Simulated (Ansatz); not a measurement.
Born–Oppenheimer molecular dynamics of a periodic cell of 16 atoms, Pb (surface Pb(100)). It starts from a relaxed structure.

Theory: Ansatz 0.2.0, DFT PBE, scalar-relativistic, plane waves, PAW. Settings: accuracy low, cutoff 420 eV, k mesh 2x2x1, fermi-dirac smearing 0.15 eV, no spin polarisation.

* ensemble: NVT, Nosé–Hoover chain
* time step: 30 fs
* steps asked: 200
* set temperature: 700 K
* thermostat: time constant 100 fs, chain length 1
* atoms held: 1 to 4
* seed: 758636

First frame:

```xyz
16
Lattice="7.0004 0.0000 0.0000 0.0000 7.0004 0.0000 0.0000 0.0000 18.4250" Properties=species:S:1:pos:R:3
Pb 1.750 1.750 1.000
Pb 5.250 1.750 1.000
Pb 1.750 5.250 1.000
Pb 5.250 5.250 1.000
Pb 0.000 0.000 3.297
Pb 3.500 0.000 3.297
Pb 0.000 3.500 3.297
Pb 3.500 3.500 3.297
Pb 1.750 1.750 5.994
Pb 5.250 1.750 5.994
Pb 1.750 5.250 5.994
Pb 5.250 5.250 5.994
Pb 0.000 0.000 8.296
Pb 3.500 0.000 8.296
Pb 0.000 3.500 8.296
Pb 3.500 3.500 8.296
```

What does the run give?

The run went to its last step.

```
steps done                                               : 200
time covered                                             : 6000 fs
mean temperature over the second half                    : 712 K
spread of the potential energy over the second half      : 18.7 meV per atom
mean potential energy of the second half above the start : 85.5 meV per atom
```

The conserved energy wandered by up to 6.8 meV per atom (net 3.0 meV per atom), which is poor conservation. A run of 6 ps of so small a system gives no equilibrium averages. Limits of this set-up: coarse k mesh, thin slab, slab without dipole correction, a typed lattice constant that wasn't relaxed here, low accuracy level.

What happens to the structure?

Mean squared displacements from the first frame to the last: Pb 7.51 Å². Another seed would give other details.

How do temperature and energy run in time?


| time (fs) | T (K) | potential energy less start (eV) | conserved less start (meV/atom) |
| --- | --- | --- | --- |
| 0 | 700 | 0.000 | 0.00 |
| 300 | 949 | 1.348 | 1.92 |
| 600 | 362 | 1.187 | 1.27 |
| 900 | 1320 | 1.189 | 0.91 |
| 1200 | 412 | 1.391 | 1.72 |
| 1500 | 553 | 2.033 | 3.90 |
| 1800 | 418 | 1.818 | 3.72 |
| 2100 | 692 | 1.811 | 2.57 |
| 2400 | 817 | 1.207 | 2.25 |
| 2700 | 573 | 1.156 | 3.12 |
| 3000 | 801 | 1.370 | 3.33 |
| 3300 | 679 | 1.177 | 2.74 |
| 3600 | 603 | 1.140 | 2.97 |
| 3900 | 765 | 1.416 | 2.69 |
| 4200 | 783 | 1.441 | 2.91 |
| 4500 | 918 | 1.803 | 2.90 |
| 4800 | 627 | 1.353 | 2.45 |
| 5100 | 803 | 1.102 | 2.66 |
| 5400 | 624 | 0.965 | 2.47 |
| 5700 | 560 | 1.489 | 2.86 |
| 6000 | 817 | 1.584 | 3.00 |

Time of the run: 18 min on 4 threads of INTEL(R) XEON(R) PLATINUM 8581C CPU @ 2.10GHz (Emerald Rapids) (shared host), peak memory 2.7 GiB.
